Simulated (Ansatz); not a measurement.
ZrB2: equation of state with PBEsol

ZrB2:

```
Zr B
1.0
     3.17000    0.00000    0.00000
    -1.58500    2.74530    0.00000
     0.00000    0.00000    3.53300
Zr B
1 2
Direct
  0.00000 0.00000 0.00000
  0.66667 0.33333 0.50000
  0.33333 0.66667 0.50000
```

```yaml
Program: Ansatz 0.2.0
Task: equation of state
Functional: PBEsol
Potentials_or_basis: Ansatz PAW large core
Cutoff: 420 eV
Density_cutoff: 1680 eV
k_mesh: 10 × 10 × 8
Occupations: methfessel-paxton, width 0.1 eV
Spin: no spin polarisation
```

The equilibrium volume is 10.08 Å³/atom and the bulk modulus at fixed shape and positions is 250 GPa. The pressure derivative of the bulk modulus is 3.9.

Energy against volume, from the lowest point:
| volume (Å³/atom) | energy (meV/atom) |
| --- | --- |
| 9.634 | 16.38 |
| 9.839 | 4.52 |
| 10.044 | 0.00 |
| 10.249 | 2.13 |
| 10.454 | 10.22 |
| 10.659 | 23.77 |
| 10.864 | 42.24 |

All runs of the series together: 5.9 s on 2 threads of Arm Neoverse V2, on a shared host.

Caveat: the cell was scaled at fixed shape and fractional positions, which overstates the stiffness of a crystal with free parameters, most of all of layers and chains; this set keeps more shells in the core, which shifts pressures and gaps.
